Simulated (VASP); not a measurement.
Cd:

```xyz
1
Lattice="-1.7843 1.7843 1.7843 1.7843 -1.7843 1.7843 1.7843 1.7843 -1.7843" Properties=species:S:1:pos:R:3 pbc="T T T"
Cd    0.0000    0.0000    0.0000
```

This isn't the form of Cd at room conditions, which is hcp.

```yaml
Program: VASP 6.6.1
Task: relaxation of cell and atoms
Functional: PBE
Potentials_or_basis: VASP PAW PBE potentials, release 64 (Cd)
Cutoff: 600 eV
k_mesh: 7 × 7 × 7
Occupations: fermi-dirac, width 0.05 eV
Spin: no spin polarisation
```

At the start: pressure 0.9 GPa; volume 22.72 Å³/atom.

Where does the relaxation end?

Over 3 steps the energy falls by 2.5 meV/atom and the volume is 23.64 Å³/atom (+4.1 %); space group Im-3m (No. 229, to 0.05 Å).

Step by step:
```
step  energy change (eV)  largest force (eV/Å)  pressure (GPa)  volume (Å³)
   1              0.0000                0.0000            0.90        22.72
   2             -0.0018                0.0000            0.48        23.15
   3             -0.0025                0.0000            0.03        23.64
```

Final structure:
```yaml
crystal:
  lattice:
    - [-1.80810, 1.80810, 1.80810]
    - [1.80810, -1.80810, 1.80810]
    - [1.80810, 1.80810, -1.80810]
  atoms:
    - { symbol: Cd, position: [0.00000, 0.00000, 0.00000] }
```
